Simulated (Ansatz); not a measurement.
# 4-layer 2H-WS2 (2H stacking) in a perpendicular field

Aim: how the 4-layer 2H-WS2 (2H stacking) screens a field along its normal, and what the field does to its bands. A positive field points along +c.

Method: plane-wave DFT, PBE-D3(BJ), Ansatz PAW (set soft_1); PAW set soft_1, in Ansatz 0.2.0.

Report form: the programs' logs are mostly left out.

**1. The starting structure**

The cell holds 12 atoms: 8 S and 4 W. Cell: a = 3.180 Å, b = 3.180 Å, c = 76.802 Å, α = 90.0°, β = 90.0°, γ = 120.0°. Regions: layer 1: 2H-WS2, 3 atoms (2 S and 1 W); layer 2: 2H-WS2, 3 atoms (2 S and 1 W); layer 3: 2H-WS2, 3 atoms (2 S and 1 W); layer 4: 2H-WS2, 3 atoms (2 S and 1 W). Vacuum lies along c.

**2. Relaxation**

The starting cell is a guess, so the in-plane lattice and the atoms are relaxed first, with the slab cut off from its images along the normal.

File input.yaml:

```yaml
crystal:
  lattice:
    - [3.18, 0.0, 0.0]
    - [-1.59, 2.753960784, 0.0]
    - [0.0, 0.0, 76.8024809334]
  atoms:
    - { symbol: S, position: [0.3333333333, 0.6666666667, 0.3509001229] }
    - { symbol: W, position: [0.0, 0.0, 0.3735271279] }
    - { symbol: S, position: [0.3333333333, 0.6666666667, 0.3961541328] }
    - { symbol: S, position: [0.0, 0.0, 0.435215371] }
    - { symbol: W, position: [0.3333333333, 0.6666666667, 0.457842376] }
    - { symbol: S, position: [0.0, 0.0, 0.4804693809] }
    - { symbol: S, position: [0.3333333333, 0.6666666667, 0.5195306191] }
    - { symbol: W, position: [0.0, 0.0, 0.542157624] }
    - { symbol: S, position: [0.3333333333, 0.6666666667, 0.564784629] }
    - { symbol: S, position: [0.0, 0.0, 0.6038458672] }
    - { symbol: W, position: [0.3333333333, 0.6666666667, 0.6264728721] }
    - { symbol: S, position: [0.0, 0.0, 0.6490998771] }
  periodic: [true, true, false]
kpoints:
  mp_grid: { grid: [12, 12, 1] }
hamiltonian:
  xc: pbe
  dispersion: d3bj
  pseudopotentials: { kind: paw, azcp: { folder: soft_1 } }
scf:
  occupations: { method: fermi_dirac, width: 0.05 }
  convergence: { dr2_threshold: 1.0e-09 }
relax:
  f_tol: 0.004
  max_steps: 90
  cell: {}
output:
  write_potential: true
  write_density: true
  volumetric_format: npy
```

Command:

```
$ ansatz run input.yaml --threads 4 --pin off --max-ram 8192MiB --backend cpu --events-out ev --progress --plain --runs-dir out
```

Run time: 2.4 min. Hardware: 4 threads of Intel Xeon Platinum 8488C (Sapphire Rapids), shared host; peak memory 1.8 GiB.

The steps of the relaxation:

```
step  energy less that of the first step (eV)  largest force component (eV/Å)  volume (Å³)
   1                                   0.0000                          2.6842       672.61
   2                                  -1.8615                          0.6995       662.85
   3                                  -1.9758                          0.1714       660.55
   4                                  -2.0123                          0.0732       661.38
   5                                  -2.0269                          0.0881       662.06
   6                                  -2.0312                          0.0658       661.96
   7                                  -2.0364                          0.0077       662.44
   8                                  -2.0366                          0.0042       662.29
   9                                  -2.0366                          0.0015       662.27
 10*                                  -2.0356                          0.0014       662.27
```

Relaxation steps marked * repeat the geometry before them on a plane-wave basis chosen anew for their cell, so energy and pressure can jump there.

The run keeps the 12 symmetry operations that it works with, so distortions that break them were not tested.

```
cell as run  before  after  change
      a (Å)   3.180  3.155  -0.8 %
      b (Å)   3.180  3.155  -0.8 %
```

The atoms that moved most (Å, along periodic axes as changes of fractional coordinates times the final cell, across vacuum about the mean position):

```
atom     dx     dy      dz  length
 S12  0.000  0.000  -0.760   0.760
  S1  0.000  0.000   0.760   0.760
 W11  0.000  0.000  -0.599   0.599
  W2  0.000  0.000   0.599   0.599
  S3  0.000  0.000   0.436   0.436
 S10  0.000  0.000  -0.436   0.436
  S4  0.000  0.000   0.365   0.365
  S9  0.000  0.000  -0.365   0.365
```

The lattice constant a goes from 3.180 to 3.155 Å.

**3. Single point, field 0**

A sawtooth potential applies the field, turning back in the middle of the vacuum. With the dipole correction the typed value is the field outside the slab. The induced dipole is small, so the SCF threshold is tight.

The cell differs from the one that the last finished run ended in (c 76.802 → 39.383 Å).

File input.yaml:

```yaml
crystal:
  lattice:
    - [3.1554693179, 0.0, 0.0]
    - [-1.577734659, 2.7327165902, 0.0]
    - [0.0, 0.0, 39.3827779708]
  atoms:
    - { symbol: S, position: [0.3333333333, 0.6666666667, 0.2285262865] }
    - { symbol: W, position: [0.0, 0.0, 0.2685697424] }
    - { symbol: S, position: [0.3333333333, 0.6666666667, 0.3085645762] }
    - { symbol: S, position: [0.0, 0.0, 0.3829318696] }
    - { symbol: W, position: [0.3333333333, 0.6666666667, 0.4229102457] }
    - { symbol: S, position: [0.0, 0.0, 0.4628874231] }
    - { symbol: S, position: [0.3333333333, 0.6666666667, 0.5371125769] }
    - { symbol: W, position: [0.0, 0.0, 0.5770897543] }
    - { symbol: S, position: [0.3333333333, 0.6666666667, 0.6170681304] }
    - { symbol: S, position: [0.0, 0.0, 0.6914354238] }
    - { symbol: W, position: [0.3333333333, 0.6666666667, 0.7314302576] }
    - { symbol: S, position: [0.0, 0.0, 0.7714737135] }
kpoints:
  mp_grid: { grid: [18, 18, 1] }
  band_path:
    path: [[0, 0, 0], [0.5, 0, 0], [0.33333333, 0.33333333, 0], [0, 0, 0]]
    npoints: 16
hamiltonian:
  xc: pbe
  dispersion: d3bj
  pseudopotentials: { kind: paw, azcp: { folder: soft_1 } }
scf:
  occupations: { method: fermi_dirac, width: 0.02585 }
  convergence: { dr2_threshold: 1.0e-10 }
efield:
  axis: 3
  dipole_correction: true
  ramp_position: 0.97
  ramp_width: 0.06
  amplitude: 0
output:
  dos: { projected: true, e_range: [-6, 5] }
  write_potential: true
  write_density: true
  volumetric_format: npy
  elf: true
```

Run time: 40 s. Hardware: 4 threads; peak memory 1.4 GiB.

This step gave:

| Item | Value |
| --- | --- |
| gap on the k-mesh | 1.042 eV |
| dipole along the normal | -4.45e-6 e·Å |
| gap along the path | 1.042 eV |
| smallest direct gap along the path | 1.847 eV |
| ionisation energy, upper face | 5.083 eV |
| electron affinity, upper face | 4.042 eV |
| gap, the smaller of path and mesh | 1.042 eV |

The electron's electrostatic potential energy less the Fermi level oscillates, so the rows of the table below give means over windows of 2 Å about each position, cut where the curve ends. Its maxima inside the range that stand out by 2 % of the span (Å: eV): 13.6: -1.68, 19.7: -1.71, 25.8: -1.68. Its minima: 11.1: -11.3, 17.2: -11.4, 22.2: -11.4, 28.3: -11.3.

Running mean over a fixed 2.8 Å (it still follows the layers) of the planar mean; the ramp of the sawtooth is left out. Table of electron's electrostatic potential energy less the Fermi level by z; means over each step:

```
z (Å)  electron's electrostatic potential energy less the Fermi level (eV)
    4                                                                 4.59
    6                                                                 4.45
    8                                                               -0.942
   10                                                                -10.3
   12                                                                -7.31
   14                                                                -2.65
   16                                                                -10.2
   18                                                                -7.67
   20                                                                -2.55
   22                                                                -9.97
   24                                                                -7.97
   26                                                                -2.44
   28                                                                -9.72
   30                                                                -8.23
   32                                                                 1.72
   34                                                                 4.57
```

The density of states has structure finer than the step of the table below, so its rows give means over 0.2 eV, whole bins alone (the curve runs from -6 to 1.58 eV). Peaks (eV: height): -5.59: 18.4, -5.42: 22.6, -5.23: 27.5, -4.51: 20.1, -3.27: 20.3, -2.00: 17.0, 1.55: 19.9.

Table of density of states by energy, zero at the Fermi level of the run, which the smearing sets inside the gap; means over each step:

energy (eV), density of states (states/eV a cell) and a bar:
```
     -5.8        7.1 #############
     -5.6       12.5 #######################
     -5.4       11.5 ######################
     -5.2       10.1 ###################
     -5.0        6.4 ############
     -4.8        7.4 ##############
     -4.6       12.5 #######################
     -4.4       13.9 ##########################
     -4.2        7.8 ###############
     -4.0        6.1 ###########
     -3.8        6.9 #############
     -3.6        7.5 ##############
     -3.4       14.2 ###########################
     -3.2       16.1 ##############################
     -3.0       10.2 ###################
     -2.8       10.2 ###################
     -2.6        9.4 ##################
     -2.4        4.5 ########
     -2.2        5.8 ###########
     -2.0       13.3 #########################
     -1.8        8.7 ################
     -1.6        6.7 ############
     -1.4        3.6 #######
     -1.2        2.3 ####
     -1.0        0.7 #
     -0.8        0.5 #
     -0.6        0.2 
     -0.4        0.0 
     -0.2        0.0 
      0.0        0.0 
      0.2        0.0 
      0.4        0.0 
      0.6        0.9 ##
      0.8        2.8 #####
      1.0        5.7 ###########
      1.2        7.7 ##############
      1.4       11.6 ######################
```

Projected DOS per atom over height of the atomic layer and energy from the Fermi level. Layers: S W S S W S S W S S W S from below.

Ten even steps from '0' (0.00 states/eV) to '9' (1.76 states/eV), each cell a mean:
```
392292292293
151151151151
010010010010
000000000000
000000000000
000000000000
000000000000
000000000000
030030030030
171161161171
292393393292
313212212313
525625526525
746636636647
656656656656
232242242232
233333333332
666666666666
433333333334
333444444333
666545545666
323333333323
```
Columns: height of the atomic layer (Å) from 9 to 30.4 (not evenly spaced); rows upwards: energy from the Fermi level (eV) from -5.96 to 1.51.

Electronic bands along the path, in eV, zero at the Fermi level of the run, which the smearing sets inside the gap:

```
  point  band 49  band 50  band 51  band 52  band 53  band 54  band 55  band 56
      Γ    -1.56    -1.07    -0.71    -0.50     1.81     1.81     1.81     1.81
halfway    -2.09    -2.02    -1.98    -1.96     0.93     1.12     1.36     1.39
      M    -2.18    -2.10    -2.04    -2.00     1.84     1.86     1.87     1.88
halfway    -1.68    -1.59    -1.50    -1.44     1.48     1.51     1.55     1.57
      K    -1.22    -1.16    -1.08    -1.02     0.82     0.82     0.84     0.84
halfway    -2.02    -2.00    -1.98    -1.98     0.54     0.76     1.03     1.27
      Γ    -1.56    -1.07    -0.71    -0.50     1.81     1.81     1.81     1.81
```

Electrostatic potential energy in the ca plane at fractional y = 0.667, with atoms of S and W within 0.2 Å of it. With pseudopotentials it is smooth inside the atoms' cores, unlike the true potential.

Ten even steps from '0' (-39 eV) to '9' (10 eV), each cell a mean:
```
99999999999999999999988655688999999877788888
99999999999999999999998645689999999877788888
99999999999999999998788766788789999988886567
99999999999999999974236888862247999999852014
99999999999999999950103788730105999999730001
99999999999999999850103788720105999999720001
99999999999999999973126888852137999999851003
99999999999999999998778777787789999988876557
```
Columns run along c (16.0 Å, from fractional 0.05 to 0.45 of the cell; values clipped at the 3rd and 97th percentile), rows up along a (3.2 Å). Atoms in or near the plane, at fractional coordinates: S at (0.23, 0.33), S at (0.31, 0.33), W at (0.42, 0.33).

ELF in the ca plane at fractional y = 0.667, with atoms of S and W within 0.2 Å of it. It is the smooth field of the valence electrons, not physical close to the nuclei.

Values, 5 rows by 16 columns, each cell a mean:
```
0.00 0.00 0.00 0.00 0.00 0.01 0.09 0.26 0.23 0.26 0.26 0.10 0.40 0.75 0.49 0.37
0.00 0.00 0.00 0.00 0.00 0.09 0.45 0.63 0.33 0.28 0.62 0.40 0.26 0.66 0.38 0.31
0.00 0.00 0.00 0.00 0.02 0.40 0.88 0.53 0.53 0.44 0.52 0.82 0.10 0.26 0.45 0.53
0.00 0.00 0.00 0.00 0.03 0.47 0.91 0.32 0.53 0.45 0.31 0.85 0.11 0.19 0.49 0.51
0.00 0.00 0.00 0.00 0.01 0.19 0.69 0.77 0.43 0.35 0.75 0.61 0.18 0.54 0.36 0.38
```
Columns run along c (16.0 Å, from fractional 0.05 to 0.45 of the cell), rows up along a (3.2 Å). Atoms in or near the plane, at fractional coordinates: S at (0.23, 0.33), S at (0.31, 0.33), W at (0.42, 0.33).

Valence density in the ca plane at fractional y = 0.667, with atoms of S and W within 0.2 Å of it. It is the smooth field of the valence electrons, not physical close to the nuclei.

Values in e/Å³, 5 rows by 16 columns, each cell a mean:
```
0.0 0.0 0.0 0.0 0.0 0.0 0.0 0.2 0.5 0.6 0.2 0.1 0.1 0.5 0.4 0.3
0.0 0.0 0.0 0.0 0.0 0.0 0.1 0.5 0.5 0.5 0.5 0.2 0.1 0.4 0.5 0.6
0.0 0.0 0.0 0.0 0.0 0.0 0.4 0.9 0.6 0.5 0.9 0.6 0.1 0.2 2.1 3.4
0.0 0.0 0.0 0.0 0.0 0.0 0.5 0.8 0.6 0.5 0.8 0.7 0.1 0.2 2.7 4.3
0.0 0.0 0.0 0.0 0.0 0.0 0.2 0.7 0.5 0.5 0.7 0.3 0.1 0.3 0.8 1.3
```
Columns run along c (16.0 Å, from fractional 0.05 to 0.45 of the cell), rows up along a (3.2 Å). Atoms in or near the plane, at fractional coordinates: S at (0.23, 0.33), S at (0.31, 0.33), W at (0.42, 0.33).

The gap is 1.04 eV, with the valence edge 5.08 eV and the conduction edge 4.04 eV under the upper vacuum level. Spin-orbit coupling, left out in this run, matters for the bands of elements this heavy.

**4. Single point, field 0.1 V/Å**

input.yaml: that of step 3 with these lines changed.

```diff
@@ -33,7 +33,6 @@
   dipole_correction: true
-  ramp_position: 0.97
-  ramp_width: 0.06
-  amplitude: 0
+  ramp_position: 0.9683
+  ramp_width: 0.0635
+  amplitude: 0.1
 output:
-  dos: { projected: true, e_range: [-6, 5] }
   write_potential: true
@@ -41,2 +40 @@
   volumetric_format: npy
-  elf: true
```

Elapsed: 33 s, on 4 threads; peak memory 1.3 GiB.

The dipole is 0.0981 e·Å, and the gap 0.989 eV.

**5. Single point, field -0.1 V/Å**

input.yaml: that of step 4 with these lines changed.

```diff
@@ -35,3 +35,3 @@
   ramp_width: 0.0635
-  amplitude: 0.1
+  amplitude: -0.1
 output:
```

Run time: 31 s. Hardware: 4 threads; peak memory 1.3 GiB.

The dipole is -0.0981 e·Å, and the gap 0.989 eV.

**6. Atoms held, field 0.2 V/Å**

input.yaml: that of step 5 with these lines changed.

```diff
@@ -35,3 +35,3 @@
   ramp_width: 0.0635
-  amplitude: -0.1
+  amplitude: 0.2
 output:
```

Run time: 31 s. Hardware: 4 threads; peak memory 1.3 GiB.

The dipole is 0.196 e·Å, and the gap 0.858 eV.

**7. Single point, field 0.3 V/Å**

input.yaml: that of step 6 with these lines changed.

```diff
@@ -33,5 +33,5 @@
   dipole_correction: true
-  ramp_position: 0.9683
-  ramp_width: 0.0635
-  amplitude: 0.2
+  ramp_position: 0.9664
+  ramp_width: 0.0671
+  amplitude: 0.3
 output:
```

The job ended after 31 s (4 threads; peak memory 1.3 GiB; 2 min of CPU time).

The dipole is 0.294 e·Å, and the gap 0.682 eV.

**8. Response, atoms held**

This step: plane-wave DFT, PBE-D3(BJ), Ansatz PAW (set soft_1); response to a field along the normal, atoms held; PAW set soft_1 (Ansatz 0.2.0).

The dipoles give the slope, and the difference of two potentials shows where the field is screened.

This step gave:

```
equivalent conductor thickness p/(ε₀AE) : 20.59 Å
distance between the outer atoms        : 21.38 Å
```

The dipole of the cell by applied field:

```
applied field (V/Å)  dipole of the cell (e·Å)
             -0.100                   -0.0981
              0.000                   -4.4e-6
              0.100                    0.0981
              0.200                     0.196
              0.300                     0.294
```

Local field over the applied field, running mean. From the potentials at -0.1 and 0.1 V/Å; running mean over 2.8 Å. Local field over applied field against z:

```
z (Å)  local field over applied field
    5                           0.996
    6                           0.965
    7                           0.803
    8                           0.494
    9                           0.196
   10                          0.0599
   11                          0.0498
   12                           0.130
   13                           0.255
   14                           0.270
   15                           0.162
   16                          0.0581
   17                          0.0448
   18                           0.119
   19                           0.247
   20                           0.271
   21                           0.172
   22                          0.0620
   23                          0.0427
   24                           0.111
   25                           0.241
   26                           0.275
   27                           0.183
   28                          0.0688
   29                          0.0440
   30                           0.121
   31                           0.369
   32                           0.692
   33                           0.927
   34                           0.990
```

The induced electron density oscillates, so the rows of the table below give means over windows of 3.06 Å about each position, cut where the curve ends. Its maxima inside the range that stand out by 2 % of the span (Å: e/Å³ per V/Å): 8.0: 0.00366, 11.2: 4.3e-4, 14.3: 0.00227, 17.4: 4.2e-4, 20.3: 0.00224, 23.3: 4.2e-4, 26.4: 0.00228, 29.5: 5.7e-4. Its minima: 9.9: -5.7e-4, 13.0: -0.00228, 16.0: -4.2e-4, 19.1: -0.00224, 22.0: -4.2e-4, 25.1: -0.00227, 28.2: -4.3e-4, 31.4: -0.00366.

Electrons, planar mean, per unit field. Table of induced electron density by z; means over each step:

z (Å), induced electron density (e/Å³ per V/Å) and a bar from the least value:
```
     5.61    0.00021 ###############
     8.67    0.00148 ##############################
    11.73   -0.00062 #####
    14.79    0.00063 ####################
    17.85   -0.00065 #####
    20.91    0.00065 ####################
    23.97   -0.00067 ####
    27.03    0.00067 ####################
    30.09   -0.00105 
    33.15   -0.00065 #####
```

The smaller of the gaps on the path and on the k-mesh, counted as 0 under 0.03 eV. The gap by applied field:

```
applied field (V/Å)  gap (eV)
             -0.100     0.989
              0.000      1.04
              0.100     0.989
              0.200     0.858
              0.300     0.682
```

By hand: between -0.1 and 0.1 V/Å the dipole changes by 0.1962 e·Å, a slope of 0.9810 e·Å²/V. A perfect conductor of thickness t has p = ε₀AEt, so t = 180.95 × 0.9810 / 8.623 = 20.59 Å (e/ε₀ = 180.95 V·Å, A in Å²).

The induced dipole is that of a conductor 20.59 Å thick.

**9. Outcome**

* gap without field: 1.04 eV
* ionisation energy, upper face: 5.08 eV
* electron affinity, upper face: 4.04 eV
* equivalent conductor thickness, atoms held: 20.6 Å

**Reading.** The induced dipole equals that of a perfect conductor 20.59 Å thick, while the outer atoms lie 21.38 Å apart; an out-of-plane ε follows only once a thickness t is chosen, by 1 − 1/ε = 20.59 Å / t. The gap goes from 1.04 eV to 0.68 eV at 0.3 V/Å. With the field reversed the gap is 0.99 eV at -0.1 V/Å. Semilocal functionals give gaps that are too small, and excitons are not included. Spin-orbit coupling is left out, which matters for the bands of elements this heavy.

[Logs are printed without paths, hosts, clocks, repeated set-up lines and the standing remarks that a program may print on its own settings, such as how far it seeks lower states.]

[Hosts, paths, dates, database ids (printed as entryN), source tags and the programs' standing remarks are cut or masked in the printed files.]

[Maps of the electrostatic potential energy from Ansatz leave out the sawtooth potential of an applied field or a dipole correction, so their vacuum need not be flat; planar profiles and work functions include it.]

[The density of states shown here was stored with 400 of the rows of the run's finer table, so its peaks can read low, often by over a quarter, or be missed, and its means over a window can be off by a tenth or more.]
